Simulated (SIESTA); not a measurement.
VBiO4, 12 atoms in the cell. The structure is monoclinic, space group C2/c (No. 15). Conventional cell: a = 7.338 Å, b = 11.748 Å, c = 5.177 Å, α = 90.00°, β = 134.88°, γ = 90.00°. Around Bi (site symmetry 2) lie 8 O at 2.43 to 2.54 Å. V (site symmetry 2) is surrounded by 4 O at 1.75 to 1.77 Å. O (site symmetry 1) has 1 V at 1.77 Å as nearest neighbours. Around O (site symmetry 1) lie 1 V at 1.75 Å. The cell is a database's computed one.

```yaml
Program: SIESTA 5.4.2
Task: band structure
Functional: PBEsol
Potentials_or_basis: PseudoDojo 0.4 standard (PBEsol files)
Basis: DZP (energy shift 0.003 Ry; two zetas on semicore shells)
Grid_cutoff: 800 Ry
Energy_shift: 0.003 Ry
k_mesh: 6 × 6 × 7
Occupations: fermi-dirac, width 0.05 eV
Spin: collinear spin, ferromagnetic start
Starting_moments: "[0.0, 0.0, 2.0, 2.0, 0.0, 0.0, 0.0, 0.0, 0.0, 0.0, 0.0, 0.0] μB"
```

Potentials or basis: PseudoDojo 0.4 standard (PBEsol files), DZP (energy shift 0.003 Ry; two zetas on semicore shells).

Command:

```sh
$ siesta < VBiO4.fdf > VBiO4.out 2>&1
```

Hardware: 1 thread of Intel(R) Xeon(R) 6975P-C (Granite Rapids), on a shared host.

Task: Estimate the wall time of this run.

Result: Wall time 7.8 min on 1 thread of Intel(R) Xeon(R) 6975P-C (Granite Rapids), with other jobs on the host, peak memory 0.83 GiB. Counts: scf iterations 20, k points 132, bands 196.
